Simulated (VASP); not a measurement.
# CdSe (Cadmoselite) (P6_3mc) in VASP: further runs

One crystal, CdSe (Cadmoselite), is run at these levels: HSE06, PBE; tasks: single point.

Everything below comes from runs of VASP 6.6.1. Logs are shortened: lines on timing, memory, paths and dates and some standing lists are left out, and cuts for length are marked.

## (1) Starting point

Symmetry: P6_3mc, No. 186, hexagonal system. Conventional cell: a = 4.300 Å, b = 4.300 Å, c = 7.020 Å, α = 90.00°, β = 90.00°, γ = 120.00°. Cd (site symmetry 3m) has 4 Se at 2.61 to 2.70 Å as nearest neighbours. Se (site symmetry 3m) has 4 Cd at 2.61 to 2.70 Å as nearest neighbours.

## (2) Single point, HSE06

File POSCAR:

```
CdSe
1.0
    4.3000000000      0.0000000000      0.0000000000
   -2.1500000000      3.7239092363      0.0000000000
    0.0000000000      0.0000000000      7.0200000000
Cd Se
2 2
Direct
    0.6666666667      0.3333333333      0.5000000000
    0.3333333333      0.6666666667      0.0000000000
    0.6666666667      0.3333333333      0.8850000000
    0.3333333333      0.6666666667      0.3850000000
```

File INCAR.step1:

```
  ALGO = Normal
  EDIFF = 1E-5
  ENCUT = 340
  GGA = PE
  ISIF = 2
  ISMEAR = 0
  LASPH = True
  LREAL = False
  LWAVE = True
  NBANDS = 26
  NELM = 100
  NKRED = 1
  PREC = Accurate
  SIGMA = 0.01
```

File INCAR.step2:

```
  ALGO = Normal
  EDIFF = 1E-6
  ENCUT = 340
  GGA = PE
  HFSCREEN = 0.2
  ISIF = 2
  ISMEAR = 0
  ISTART = 1
  LASPH = True
  LCHARG = False
  LHFCALC = True
  LREAL = False
  LWAVE = False
  NBANDS = 26
  NELM = 100
  NKRED = 1
  PREC = Accurate
  PRECFOCK = Fast
  SIGMA = 0.01
```

File KPOINTS:

```
k-points
0
Gamma
  5 5 3
```

Potentials or basis: VASP PAW PBE potentials, release 64 (Cd, Se).

The run is started by

```console
> cat potpaw_PBE.64/Cd/POTCAR potpaw_PBE.64/Se/POTCAR > POTCAR
> cp INCAR.step1 INCAR
> mpirun -np 1 vasp_std > vasp.out
> cp INCAR.step2 INCAR
> mpirun -np 1 vasp_std > vasp.out
```

OUTCAR:

```text
EDIFF = 1E-6
   ENCUT = 340
   GGA = PE
   HFSCREEN = 0.2
   ISIF = 2
   ISMEAR = 0
   ISTART = 1
   LASPH = True
   LHFCALC = True
   LREAL = False
   NELM = 100
   NKRED = 1
   PREC = Accurate
   PRECFOCK = Fast

 Found     10 irreducible k-points:

 Following reciprocal coordinates:
            Coordinates               Weight
  0.000000  0.000000  0.000000      1.000000
  0.200000  0.000000  0.000000      6.000000
  0.400000  0.000000  0.000000      6.000000
  0.200000  0.200000  0.000000      6.000000
  0.400000  0.200000  0.000000      6.000000
  0.000000  0.000000  0.333333      2.000000
   k-points           NKPTS =     10   k-points in BZ     NKDIM =     75   number of bands    NBANDS=     26
   number of dos      NEDOS =    301   number of ions     NIONS =      4
   total plane-waves  NPLWV =  32928
   dimension x,y,z NGX =    28 NGY =   28 NGZ =   42
   dimension x,y,z NGXF=    56 NGYF=   56 NGZF=   84
   ions per type =               2   2
   NGX,Y,Z   is equivalent  to a cutoff of  10.83, 10.83,  9.95 a.u.
   NGXF,Y,Z  is equivalent  to a cutoff of  21.65, 21.65, 19.89 a.u.
 SYSTEM =  unknown system
   PREC   = accura    normal or accurate (medium, high low for compatibility)
   ISTART =      1    job   : 0-new  1-cont  2-samecut
   ICHARG =      0    charge: 1-file 2-atom 10-const
   ISPIN  =      1    spin polarized calculation?
   LNONCOLLINEAR =      F non collinear calculations
   LSORBIT =      F    spin-orbit coupling
   LASPH  =      T    aspherical Exc in radial PAW
   ENCUT  =  340.0 eV  24.99 Ry    5.00 a.u.   6.46  6.46 10.55*2*pi/ulx,y,z
   NELM   =    100;   NELMIN=  2; NELMDL=  0     # of ELM steps
   EDIFF  = 0.1E-05   stopping-criterion for ELM
   LREAL  =      F    real-space projection
   EDIFFG = 0.1E-04   stopping-criterion for IOM
   NSW    =      0    number of steps for IOM
   IBRION =     -1    ionic relax: 0-MD 1-quasi-New 2-CG
   NFREE  =      0    steps in history (QN), initial steepest desc. (CG)
   ISIF   =      2    stress and relaxation
   ISYM   =      3    0-nonsym 1-usesym 2-fastsym
   POTIM  = 0.5000    time-step for ionic-motion
   TEBEG  =    0.0;   TEEND  =   0.0 temperature during run
   PSTRESS=    0.0 pullay stress
   NELECT =      36.0000    total number of electrons
   NUPDOWN=      -1.0000    fix difference up-down
   EMIN   =  10.00;   EMAX   =-10.00  energy-range for DOS
   EFERMI =   0.00;   METHOD = LEGACY
   ISMEAR =     0;   SIGMA  =   0.01  broadening in eV -4-tet -1-fermi 0-gaus
   EFERMI_NEDOS =   21; number of points for ismear=-14 and -15
   IALGO  =     38    algorithm
   IMIX   =      1    mixing-type and parameters
     AMIX     =   0.40;   BMIX     =  1.00
     AMIX_MAG =   1.60;   BMIX_MAG =  1.00
  volume/ion in A,a.u.               =      28.10       189.64
  Fermi-wavevector in a.u.,A,eV,Ry     =   1.120059  2.116604 17.068937  1.254531
  Thomas-Fermi vector in A             =   2.256702
   LORBIT       =      0    0 simple, 1 ext, 2 COOP (PROOUT), +10 PAW based schemes
   GGA     = PE    functional components
   LHFCALC =     T    Hartree Fock is set to
   PRECFOCK=fast      Normal, Fast or Accurate (Low or Medium for compatibility)
   ENCUT4O =  -1.0   cutoff for four orbital integrals eV
   NKREDX  =     1    reduce k-point grid by
   NKREDY  =     1    reduce k-point grid by
   NKREDZ  =     1    reduce k-point grid by
   AEXX    =    0.2500 exact exchange contribution
   HFSCREEN=    0.2000 screening length (either q_TF or 0.3 A-1)
   HFSCREENC=   0.2000 screening length for correlation (either q_TF or 0.3 A-1)
   ENCUTFOCK=  -1.0 apply spherical cutoff to Coloumb kernel
   IVDW    =     0    specifies the selected vdW correction
   LEPSILON=     F    determine dielectric tensor
   LRPA    =     F    only Hartree local field effects (RPA)
 non-spin polarized calculation
 Gauss-broadening in eV      SIGMA  =   0.01
  energy-cutoff  :      340.00
  volume of cell :      112.41
 maximum number of plane-waves:      1641
 NGX is ok and might be reduce to    28
  NGX = 16; NGY = 16; NGZ = 28

 number of electron      35.9999968 magnetization

 Free energy of the ion-electron system (eV)
  ---------------------------------------------------
  ext. energy  EPLUGINS =         0.00000000
  ---------------------------------------------------
  free energy    TOTEN  =       -13.66280837 eV

  energy without entropy =      -13.66280837  energy(sigma->0) =      -13.66280837

 E-fermi :   0.4125     XC(G=0):  -7.3751

 val. band max:        0.3294380487   @ k =   0.0000   0.0000   0.0000
 cond. band min:       1.9925951715   @ k =   0.0000   0.0000   0.0000
 fundamental gap:      1.6631571228
 Fermi energy:         0.4124862169

 k-point     1 :       0.0000    0.0000    0.0000
  band No.  band energies     occupation
      1     -13.3825      2.00000
      2     -12.9833      2.00000
      3      -8.7899      2.00000
      4      -8.7899      2.00000
      5      -8.7346      2.00000
      6      -8.7333      2.00000
[... 18 lines left out ...]
     25       8.4498      0.00000
     26       9.2097      0.00000

 k-point     2 :       0.2000    0.0000    0.0000
  band No.  band energies     occupation
      1     -13.2532      2.00000
      2     -12.9243      2.00000
      3      -8.7436      2.00000
      4      -8.7256      2.00000
      5      -8.6736      2.00000
      6      -8.6633      2.00000
[... 18 lines left out ...]
     25       8.5126      0.00000
     26       9.4141      0.00000

 k-point     3 :       0.4000    0.0000    0.0000
  band No.  band energies     occupation
      1     -13.0201      2.00000
      2     -12.8509      2.00000
      3      -8.6838      2.00000
      4      -8.6792      2.00000
      5      -8.5787      2.00000
      6      -8.5374      2.00000
[... 18 lines left out ...]
     25       9.3533      0.00000
     26      10.4877      0.00000

 k-point     4 :       0.2000    0.2000    0.0000
  band No.  band energies     occupation
      1     -13.0696      2.00000
      2     -12.8610      2.00000
      3      -8.7041      2.00000
      4      -8.6656      2.00000
      5      -8.5953      2.00000
      6      -8.5900      2.00000
[... 18 lines left out ...]
     25       9.1858      0.00000
     26       9.8565      0.00000

 k-point     5 :       0.4000    0.2000    0.0000
  band No.  band energies     occupation
      1     -12.9283      2.00000
      2     -12.8509      2.00000
      3      -8.6927      2.00000
      4      -8.6226      2.00000
      5      -8.5619      2.00000
      6      -8.5300      2.00000
[... 18 lines left out ...]
     25       9.8739      0.00000
     26      10.3171      0.00000

 k-point     6 :       0.0000    0.0000    0.3333
  band No.  band energies     occupation
      1     -13.2808      2.00000
      2     -13.0804      2.00000
      3      -8.7784      2.00000
      4      -8.7784      2.00000
      5      -8.7501      2.00000
      6      -8.7501      2.00000
[... 18 lines left out ...]
     25       7.9740      0.00000
     26       7.9943      0.00000

 [... further k-points ...]

------------------------ aborting loop because EDIFF is reached ----------------------------------------

  FORCE on cell =-STRESS in cart. coord.  units (eV):
  Direction    XX          YY          ZZ          XY          YZ          ZX
  --------------------------------------------------------------------------------------
  -------------------------------------------------------------------------------------
  Total        1.6585091      1.6585091      0.1732746      0.0000000      0.0000000      0.0000000
  in kB       23.6387112     23.6387112      2.4696814      0.0000000      0.0000000      0.0000000
  external PRESSURE =      16.5823679 kB  Pullay stress =       0.0000000 kB

 VOLUME and BASIS-vectors are now :
 -----------------------------------------------------------------------------
  energy-cutoff  :      340.00
  volume of cell :      112.41
      direct lattice vectors                 reciprocal lattice vectors
     4.300000000  0.000000000  0.000000000     0.232558140  0.134267504  0.000000000
    -2.150000000  3.723909236  0.000000000     0.000000000  0.268535009  0.000000000
     0.000000000  0.000000000  7.020000000     0.000000000  0.000000000  0.142450142

 POSITION                                       TOTAL-FORCE (eV/Angst)
 -----------------------------------------------------------------------------------
      2.15000      1.24130      3.51000         0.000000     -0.000000      0.288055
     -0.00000      2.48261      0.00000        -0.000000      0.000000      0.288055
      2.15000      1.24130      6.21270         0.000000     -0.000000     -0.288055
     -0.00000      2.48261      2.70270        -0.000000      0.000000     -0.288055
 -----------------------------------------------------------------------------------
    total drift:                               -0.000000     -0.000000     -0.000132

  FREE ENERGIE OF THE ION-ELECTRON SYSTEM (eV)
  ---------------------------------------------------
  free  energy   TOTEN  =       -13.6628083696 eV

  energy  without entropy=      -13.6628083696  energy(sigma->0) =      -13.66280837
```

Run time: 16 min. Hardware: 1 thread of Intel Xeon Platinum 8488C (Sapphire Rapids), shared host; peak memory 0.29 GiB.

These settings aren't checked as converged: the numbers below hold their error.

What came out:

```yaml
Free_energy: -13.6628 eV
Pressure: 1.7 GPa
Largest_force: 0.288 eV/Å
Band_gap_on_the_k_mesh: 1.66 eV, direct
```

Caveat: the cutoff is under 1.25 times the usual one of these potentials, so pressure, stress and relaxed cells hold a basis-set (Pulay) error; the PAW data sets were made with another functional, which shifts forces and pressure a little.

## (3) Single point, PBE, spin-orbit coupling, no magnetisation

File INCAR:

```
PREC     = Accurate       # precision mode
ENCUT    = 750            # plane-wave cutoff, eV
EDIFF    = 1E-8           # SCF threshold, eV
ISMEAR   = 0              # smearing method
SIGMA    = 0.02           # smearing width, eV
LREAL    = F              # projectors in reciprocal space
LASPH    = T              # aspherical terms in the spheres
NELM     = 100            # most SCF steps
ALGO     = Normal         # electronic algorithm
ISIF     = 2              # what is computed and relaxed
LWAVE    = F              # write WAVECAR
LCHARG   = F              # write CHGCAR
MAGMOM   = 0 0 0 0 0 0 0 0 0 0 0 0 # initial moments
LORBIT   = 11             # projections on sites
LSORBIT  = T              # spin-orbit coupling
GGA_COMPAT= F            
GGA      = PE             # functional
NBANDS   = 52             # bands
```

File KPOINTS:

```
regular mesh
0
Gamma
  9 9 5
```

POSCAR is that of step 2.

Potentials or basis: VASP PAW PBE potentials, release 64 (Cd, Se).

The run is started by

```console
> cat potpaw_PBE.64/Cd/POTCAR potpaw_PBE.64/Se/POTCAR > POTCAR
> mpirun -np 1 vasp_ncl > vasp.out
```

Run time: 24 min. Hardware: 1 thread of Intel Xeon Platinum 8375C at 2.90GHz (Ice Lake), shared host; peak memory 1.2 GiB.

It converged, with:

```yaml
Free_energy: -11.0035 eV
Pressure: 3.3 GPa
Largest_force: 0.291 eV/Å
Valence_electrons_inside_the_program's_atomic_spheres: Cd 10.32; Se 3.87
```

Forces on the atoms (eV/Å):
```
Cd   0.000  0.000  0.291
Cd   0.000  0.000  0.291
Se   0.000  0.000 -0.291
Se   0.000  0.000 -0.291
```

Stress tensor (GPa, compression positive):
```
4.02 0.00 0.00
0.00 4.02 0.00
0.00 0.00 1.93
```

## (4) Single point, PBE, spin-orbit coupling, no magnetisation

Edit INCAR of step 3 so:

```diff
@@ -1,4 +1,4 @@
 PREC     = Accurate       # precision mode
-ENCUT    = 750            # plane-wave cutoff, eV
-EDIFF    = 1E-8           # SCF threshold, eV
+ENCUT    = 600            # plane-wave cutoff, eV
+EDIFF    = 1E-7           # SCF threshold, eV
 ISMEAR   = 0              # smearing method
```

File KPOINTS:

```
regular mesh
0
Gamma
  8 8 4
```

POSCAR is that of step 3.

Potentials or basis: VASP PAW PBE potentials, release 64 (Cd, Se).

The run is started by

```console
> cat potpaw_PBE.64/Cd/POTCAR potpaw_PBE.64/Se/POTCAR > POTCAR
> mpirun -np 1 vasp_ncl > vasp.out
```

OUTCAR:

```text
PREC = Accurate
   ENCUT = 600
   EDIFF = 1E-7
   ISMEAR = 0
   LREAL = F
   LASPH = T
   NELM = 100
   ISIF = 2
   LORBIT = 11
   LSORBIT = T
   GGA = PE

 Found     40 irreducible k-points:

 Following reciprocal coordinates:
            Coordinates               Weight
  0.000000  0.000000  0.000000      1.000000
  0.125000 -0.000000  0.000000      6.000000
  0.250000 -0.000000  0.000000      6.000000
  0.375000 -0.000000  0.000000      6.000000
  0.500000 -0.000000  0.000000      3.000000
  0.125000  0.125000  0.000000      6.000000
   k-points           NKPTS =     40   k-points in BZ     NKDIM =     40   number of bands    NBANDS=     52
   number of dos      NEDOS =    301   number of ions     NIONS =      4
   total plane-waves  NPLWV =  72576
   dimension x,y,z NGX =    36 NGY =   36 NGZ =   56
   dimension x,y,z NGXF=    72 NGYF=   72 NGZF=  112
   ions per type =               2   2
   NGX,Y,Z   is equivalent  to a cutoff of  13.92, 13.92, 13.26 a.u.
   NGXF,Y,Z  is equivalent  to a cutoff of  27.84, 27.84, 26.52 a.u.
 SYSTEM =  unknown system
   PREC   = accura    normal or accurate (medium, high low for compatibility)
   ISTART =      0    job   : 0-new  1-cont  2-samecut
[... 427 lines left out ...]
     0.0000000     0.0000000     0.0000000     0.0000000     0.0000000     0.0000000     0.0000000
     0.0000000     0.0000000     0.0000000     0.0000000     0.0000000     0.0000000     0.0000000
     0.0000000     0.0000000     0.0000000     0.0000000     0.0000000     0.0000000     0.0000000
     0.0000000     0.0000000     0.0000000     0.0000000     0.0000000     0.0000000     0.0000000
[... 49 lines left out ...]
 l=   2
     0.0000000    -0.0000010     0.0000000    -0.0000010    -0.0000080
    -0.0000010     0.0000000    -0.0000052    -0.0000001    -0.0000010
     0.0000000    -0.0000052     0.0000000    -0.0000052     0.0000000
    -0.0000010    -0.0000001    -0.0000052     0.0000000    -0.0000010
    -0.0000080    -0.0000010     0.0000000    -0.0000010     0.0000000
 l=   3
     0.0000000     0.0000000     0.0000000     0.0000000     0.0000000     0.0000000     0.0000000
     0.0000000     0.0000000     0.0000000     0.0000000     0.0000000     0.0000000     0.0000000
     0.0000000     0.0000000     0.0000000     0.0000000     0.0000000     0.0000000     0.0000000
     0.0000000     0.0000000     0.0000000     0.0000000     0.0000000     0.0000000     0.0000000
     0.0000000     0.0000000     0.0000000     0.0000000     0.0000000     0.0000000     0.0000000
     0.0000000     0.0000000     0.0000000     0.0000000     0.0000000     0.0000000     0.0000000
     0.0000000     0.0000000     0.0000000     0.0000000     0.0000000     0.0000000     0.0000000

 total charge

# of ion       s       p       d       tot
------------------------------------------
    1        0.445   0.316   9.556  10.318
    2        0.445   0.316   9.556  10.318
    3        1.443   2.400   0.023   3.866
    4        1.443   2.400   0.023   3.866
--------------------------------------------------
tot          3.777   5.432  19.158  28.366

 magnetization (x)

# of ion       s       p       d       tot
------------------------------------------
    1        0.000   0.000  -0.000  -0.000
    2        0.000   0.000   0.000   0.000
    3       -0.000  -0.000   0.000  -0.000
    4       -0.000   0.000  -0.000  -0.000
--------------------------------------------------
tot          0.000   0.000  -0.000   0.000

 magnetization (y)

# of ion       s       p       d       tot
------------------------------------------
    1        0.000  -0.000   0.000  -0.000
    2        0.000  -0.000   0.000   0.000
    3       -0.000   0.000   0.000  -0.000
    4        0.000   0.000   0.000   0.000
--------------------------------------------------
tot          0.000  -0.000   0.000   0.000

 magnetization (z)

# of ion       s       p       d       tot
------------------------------------------
    1       -0.000   0.000   0.000   0.000
    2       -0.000   0.000  -0.000  -0.000
    3        0.000  -0.000  -0.000  -0.000
    4        0.000  -0.000  -0.000  -0.000
--------------------------------------------------
tot         -0.000   0.000  -0.000  -0.000
```

stdout:

```text
POSCAR found type information on POSCAR CdSe
 POSCAR found :  2 types and       4 ions
 scaLAPACK will be used
 LDA part: xc-table for (Slater+PW92), standard interpolation
 POSCAR, INCAR and KPOINTS ok, starting setup
 FFT: planning ... GRIDC
 FFT: planning ... GRID_SOFT
 FFT: planning ... GRID
 WAVECAR not read
 entering main loop
```

It took 9 min on 1 thread of Intel Xeon Platinum 8375C at 2.90GHz (Ice Lake), shared host; peak memory 0.77 GiB.

These settings aren't checked as converged: the numbers below hold their error.

Results:

```yaml
Free_energy: -11.0022 eV
Pressure: 3.3 GPa
Largest_force: 0.291 eV/Å
Valence_electrons_inside_the_program's_atomic_spheres: Cd 10.32; Se 3.87
```

(Part 1 of 2 ends here.)
